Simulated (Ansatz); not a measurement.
Working through cell relaxations under several functionals of AlN, space group Fm-3m

Computed with the Ansatz DFT code, driven from Python.

Typed at the interpreter:
```pycon
>>> import warnings
>>> import ansatz as az
>>> import numpy as np
>>> params = {
...     'mesh': (8, 8, 8),
... }
>>> def edges_and_angles(cell):
...     cell = np.asarray(cell)
...     a, b, c = np.linalg.norm(cell, axis=1)
...     cosines = cell[1] @ cell[2] / (b * c), cell[0] @ cell[2] / (a * c), cell[0] @ cell[1] / (a * b)
...     return (a, b, c, *np.degrees(np.arccos(cosines)))
...
>>> warnings.simplefilter('ignore', az.DeckWarning)
>>> crystal = (
...     az.Lattice.of((0.0, 1.969, 1.969), (1.969, 0.0, 1.969), (1.969, 1.969, 0.0))
...     .atom('Al', (0.0, 0.0, 0.0))
...     .atom('N', (0.5, 0.5, 0.5))
... )
>>> len(crystal.resolved().sites)
2
>>> job = (
...     crystal.calculation()
...     .kpoints(*params['mesh'])
...     .occupations(az.OccupationsMethod.FIXED)
...     .relax(cell=True)
... )
>>> levels = [('pbe', 'none'), ('r2scan', 'd4'), ('rpbe', 'none')]
>>> print('level            a       b       c    alpha   beta  gamma  V/atom  steps')
level            a       b       c    alpha   beta  gamma  V/atom  steps
>>> for name, dispersion in levels:
...     seen = []
...     run = job.functional(name, dispersion=dispersion).session().plan()
...     out = run.execute(on_event=lambda e: seen.append(e) if e['event'] == 'relax_step' else None)
...     cell = out.lattice.cell_ang
...     label = name if dispersion == 'none' else f'{name}+{dispersion}'
...     print('{:13s} {:7.4f} {:7.4f} {:7.4f} {:6.2f} {:6.2f} {:6.2f}'.format(label, *edges_and_angles(cell)), f'{abs(np.linalg.det(cell)) / len(out.lattice.sites):7.3f} {len(seen):5d}')
...
pbe            2.8782  2.8782  2.8782  60.00  60.00  60.00   8.430     8
r2scan+d4      2.8468  2.8468  2.8468  60.00  60.00  60.00   8.157     7
rpbe           2.8960  2.8960  2.8960  60.00  60.00  60.00   8.587     9
```

From smallest to largest: r2SCAN+D4 (8.16 Å³ an atom, +6.9 % against the start), PBE (8.43 Å³ an atom, +10.4 % against the start) and RPBE (8.59 Å³ an atom, +12.5 % against the start). The spread is 5.3 % in volume.

Forces vanish by symmetry, so the ions can't move, and the end may be a saddle. Edges and angles are those of the cell as typed, here a primitive one, not of the conventional cell. This is a high-temperature or high-pressure form, not the ambient phase. The structure is a deposited one; some such entries were measured under pressure or heat, so a shift against it needn't be the functional's error alone. Run time: 14 s on 1 thread of Intel(R) Xeon(R) 6975P-C (Granite Rapids), on a shared host, peak memory 0.44 GiB.

(Lines on the test bed's own set-up are left out of the output.)
